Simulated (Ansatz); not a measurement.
Crystal: FePt (Tetraferroplatinum).

```
CELL_PARAMETERS angstrom
2.72350 0.00000 0.00000
0.00000 2.72350 0.00000
0.00000 0.00000 3.72000
ATOMIC_POSITIONS crystal
Pt 0.50000 0.50000 0.50000
Fe 0.00000 0.00000 0.00000
```

```yaml
Program: Ansatz 0.2.0
Task: relaxation of cell and atoms
Functional: PBEsol
Dispersion: D4
Potentials_or_basis: all-electron LAPW, scalar-relativistic
Basis_error_allowed: 0.001 eV/atom
k_mesh: 10 × 10 × 7
Occupations: fermi-dirac, width 0.05 eV
Spin: collinear spin, ferromagnetic start
Starting_moments: "[0.0, 3.0] μB"
```

At the start: volume 13.80 Å³/atom.

Task: How do energy, volume and symmetry change on relaxing?

Result: Over 5 steps the energy falls by 17.2 meV/atom and the volume is 13.23 Å³/atom (-4.1 %); space group P4/mmm (No. 123, to 0.05 Å); moment 3.21 μB per cell.

The path:
```tsv
step	energy change (eV)	largest force (eV/Å)	volume (Å³)
1	0.0000	0.0000	27.59
2	-0.0235	0.0000	25.88
3	-0.0342	0.0000	26.53
4	-0.0343	0.0000	26.47
5	-0.0343	0.0000	26.47
```

Final structure:
```
CELL_PARAMETERS angstrom
2.68183 0.00000 0.00000
0.00000 2.68183 0.00000
0.00000 0.00000 3.68015
ATOMIC_POSITIONS crystal
Pt 0.50000 0.50000 0.50000
Fe 0.00000 0.00000 0.00000
```
